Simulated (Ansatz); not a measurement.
# ScAl$_{3}$: energy along a strain

ScAl$_{3}$, Pm-3m, a = 4.071 Å. The structure is a Materials Project entry; whether it is the stable form wasn't checked. Ansatz: PBEsol, PAW, 420 eV, Γ-centred 12×12×12 mesh on 4 atoms, Gaussian smearing 0.15 eV; no spin polarisation. Cell vectors (Å): 4.071 0.000 0.000; 0.000 4.071 0.000; 0.000 0.000 4.071. The cell is strained by x per cent times the pattern (0 0 0 1 0 0) in the order xx yy zz yz xz xy (engineering shears), with fractional coordinates held. y is the free energy over the start, V0 = 16.871 Å³/atom. Symmetry makes y even in x. Points with a strain past 8.5 % were computed too (2) and aren't used here.

| x (%) | y (meV/atom) |
| --- | --- |
| -5.00 | 10.19 |
| 0.00 | 0.00 |
| 1.25 | 0.63 |
| 2.50 | 2.53 |
| 3.75 | 5.71 |
| 6.25 | 15.97 |
| 7.50 | ? |

Task: Fit y = c2 x² + c4 x⁴ to the other rows, get the stiffness along the pattern, and predict the missing energy.

Result: Least squares on the rows shown. y = 0.40474 x² + 0.00010578 x⁴. The clamped-ion stiffness p·C·p = 2 × 4.047 eV × 160.2 / 16.871 Å³ = 77 GPa, which is C44 in these axes. At x = 7.50 the fit asked for gives 23.10 meV/atom. The run gave 23.05 meV/atom, so the fit is 0.05 meV/atom too high, a small miss on the scale of the series.

The shear response of ScAl₃ is almost purely harmonic over this range, with a weak positive quartic term that signals slight stiffening at larger strain. Shearing the cube lengthens one set of face diagonals and shortens the other. These are the nearest-neighbour Sc–Al and Al–Al directions, so the linear changes cancel between opposite diagonals and a quadratic cost remains. The resistance probably owes much to hybridisation between Sc d and Al p states, which adds a directional component to the metallic bonding and helps explain why this compound is stiffer in shear than elemental aluminium.

Holding the fractional coordinates fixed costs nothing here. Every atom in this structure sits on an inversion centre, which a homogeneous strain preserves, so no internal forces arise and the clamped-ion value of 77 GPa is also the relaxed-ion C44 at this lattice constant. The positive curvature shows resistance to this one shear only; elastic anisotropy and full mechanical stability also depend on C11 and C12, which this strain doesn't probe.
